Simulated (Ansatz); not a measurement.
# Ga: an elastic constant from a strain scan

Computed with Ansatz 0.2.0, DFT PBEsol, scalar-relativistic, plane waves, PAW. Cutoff 420 eV, Γ-centred 24×24×24 k-points, Gaussian smearing of 0.15 eV. No spin polarisation. Energies are free energies at this smearing, counted from the undisturbed cell; pressure is positive in compression.

Zero of the scan (as given, not relaxed at this level; it stands at 0.5 GPa; this form isn't the usual structure):

```
Ga
1.0
    -1.40400    1.40400    2.22900
     1.40400   -1.40400    2.22900
     1.40400    1.40400   -2.22900
Ga
1
Direct
  0.00000 0.00000 0.00000
```

The cell is strained by ε times the Voigt pattern (0, 0, 1, 0, 0, 0) (xx, yy, zz, yz, xz, xy; engineering shear) with fractional coordinates fixed. The cell holds 1 atom in V0 = 17.58 Å³. The stress column is τ = (1/V0) dE/dε, got from the stress tensor σ (compression positive) at each point as −det(1 + εP) σ : P(1 + εP)⁻¹, with P the pattern as a tensor.

```
      ε  ΔE (meV/atom)  τ (GPa)
-0.0400          7.459   -3.255
-0.0300          4.351   -2.427
-0.0200          2.132   -1.620
-0.0100          0.749   -0.943
 0.0000          0.000   -0.427
 0.0100         -0.171    0.126
 0.0200          0.299    0.744
 0.0300          1.488    1.423
 0.0350          2.356    1.739
 0.0400              ?        ?
```

Question: Which combination of elastic constants does this scan measure, and how large is it?

Answer: For small ε, τ = τ0 + Kε with K = pᵀCp, which for this pattern is C33 in the Cartesian frame shown. The parabola through τ at ε = -0.0100, 0 and 0.0100 has slope K = 53 GPa at zero. The energies per cell, E = NΔE, of the same two points give K = 2[E(ε₊)/ε₊ − E(ε₋)/ε₋]/[(ε₊ − ε₋)V0] = 53 GPa, in agreement.

Question: Predict the withheld row at ε = 0.0400 from the harmonic law, and compare.

Answer: ΔE = V0(τ0 ε + Kε²/2)/N = 2.815 meV/atom and τ = 1.71 GPa. The calculation gives 3.392 meV/atom and 2.03 GPa: the energy lies 20 % above the harmonic value.

In a metal these slopes depend on the k mesh and the smearing.